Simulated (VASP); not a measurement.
Te2Mo:

```
Te Mo
1.0
     3.56565    0.00000    0.00000
    -1.78283    3.08795    0.00000
     0.00000    0.00000   14.64778
Te Mo
4 2
Direct
  0.33333 0.66667 0.62782
  0.66667 0.33333 0.12782
  0.66667 0.33333 0.37218
  0.33333 0.66667 0.87218
  0.33333 0.66667 0.25000
  0.66667 0.33333 0.75000
```

The cell is a database's computed one.

- Program: VASP 6.6.1
- Task: relaxation of cell and atoms
- Functional: LDA
- Potentials or basis: VASP PAW LDA potentials, release 64 (Te, Mo_sv)
- Cutoff: 600 eV
- k mesh: 9 × 9 × 2
- Occupations: gaussian, width 0.02 eV
- Spin: no spin polarisation

At the start: pressure -4.4 GPa; volume 26.88 Å³/atom.

Task: Where does the relaxation end?

Result: Over 25 steps the energy falls by 32.0 meV/atom and the volume is 24.01 Å³/atom (-10.7 %); space group P6_3/mmc (No. 194, to 0.05 Å).

Step by step:
```
step  energy change (eV)  largest force (eV/Å)  pressure (GPa)  volume (Å³)
   1              0.0000                0.2648           -4.42       161.28
   2              0.1403                1.5766            8.13       144.58
   3             -0.1061                0.3963           -0.13       154.35
   4             -0.1357                0.1656           -0.19       152.57
   5             -0.1370                0.1089           -0.18       152.12
   6             -0.1429                0.1333            0.01       151.28
   7             -0.1577                0.2060            0.61       148.78
   8             -0.1672                0.3538            2.09       143.83
   9             -0.1681                0.3473            2.08       143.76
  10             -0.1706                0.3286            2.02       143.55
  11             -0.1750                0.2915            1.90       143.13
  12             -0.1810                0.2160            1.69       142.29
  13             -0.1807                0.0607            1.31       140.61
  14             -0.1829                0.1393            1.49       141.42
  15             -0.1859                0.1092            1.22       141.85
  16             -0.1905                0.0377            0.58       142.90
  17             -0.1898                0.1036           -0.63       145.00
  18             -0.1918                0.0253            0.03       143.84
  19             -0.1918                0.0221            0.06       143.79
  20             -0.1919                0.0185            0.05       143.81
  21             -0.1922                0.0085            0.04       143.89
  22             -0.1923                0.0118            0.03       144.05
  23             -0.1923                0.0051            0.03       144.00
  24             -0.1923                0.0059            0.03       144.00
  25             -0.1923                0.0017            0.01       144.03
```

Final structure:
```xyz
6
Lattice="3.4743 0.0000 0.0000 -1.7372 3.0089 0.0000 0.0000 0.0000 13.7779" Properties=species:S:1:pos:R:3 pbc="T T T"
Te    0.0000    2.0059    8.5341
Te    1.7372    1.0030    1.6452
Te    1.7372    1.0030    5.2438
Te    0.0000    2.0059   12.1327
Mo    0.0000    2.0059    3.4445
Mo    1.7372    1.0030   10.3334
```
